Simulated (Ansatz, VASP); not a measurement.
**SnO2: VASP beside Ansatz**

The input INCAR:

```
ALGO = Fast
EDIFF = 1E-6
ENCUT = 520
GGA = PS
ISIF = 2
ISMEAR = 0
LASPH = T
LCHARG = F
LREAL = F
LWAVE = F
NBANDS = 20
NELM = 100
PREC = Accurate
SIGMA = 0.05
```

File KPOINTS:

```
k-points
0
Gamma
  12 12 12
```

File POSCAR:

```
SnO2
1.0
    1.5910063671      0.9185679543      4.9593076357
   -1.5910063671      0.9185679543      4.9593076357
    0.0000000000     -1.8371359087      4.9593076357
Sn O
1 2
Direct
    0.5000000000      0.5000000000      0.5000000000
    0.2371700000      0.2371700000      0.2371700000
    0.7628300000      0.7628300000      0.7628300000
```

Input for Ansatz:

```yaml
crystal:
  lattice:
    - [1.5910063671, 0.9185679543, 4.9593076357]
    - [-1.5910063671, 0.9185679543, 4.9593076357]
    - [0.0, -1.8371359087, 4.9593076357]
  atoms:
    - { symbol: Sn, position: [0.5, 0.5, 0.5] }
    - { symbol: O, position: [0.23717, 0.23717, 0.23717] }
    - { symbol: O, position: [0.76283, 0.76283, 0.76283] }
basis:
  ecutwfc: 420
kpoints:
  mp_grid: { grid: [12, 12, 12] }
hamiltonian:
  xc: pbesol
scf:
  occupations: { method: gaussian, width: 0.05 }
output:
  forces: true
  stress: true
  eigenvalues: true
```

Alike in both runs: task single point; functional PBEsol; k mesh 12 × 12 × 12; occupations gaussian, width 0.05 eV; no spin polarisation.

|  | VASP | Ansatz |
| --- | --- | --- |
| version | VASP 6.6.1 | Ansatz 0.2.0 |
| potentials or method | VASP PAW PBE potentials, release 64 (Sn_d, O) | scalar-relativistic, plane waves, PAW |
| plane-wave cutoff (eV) | 520 | 420 |
| valence electrons in the cell | 26 | 26 |

Ansatz gave:

```
gap on the k mesh at the Fermi level (eV)       : 2.19
least direct gap on the mesh (eV)               : 2.35
pressure (GPa)                                  : -2.4
largest component of the traceless stress (GPa) : 2.33
rms of the force components (eV/Å)              : 0.254
```

Estimate VASP's values.

gap on the k mesh at the Fermi level (eV): 2.17; least direct gap on the mesh (eV): 2.33; pressure (GPa): -1.8; largest component of the traceless stress (GPa): 2.68; rms of the force components (eV/Å): 0.228.

Atom by atom the forces differ by 0.025 eV/Å (rms over components).

Caveats: the PAW data sets were made with another functional, which shifts forces and pressure a little (VASP); spin-orbit coupling is left out, which moves the levels of the heavy elements. A k mesh can miss the band edges. PBEsol gaps usually lie below the measured ones, often by a third to a half.
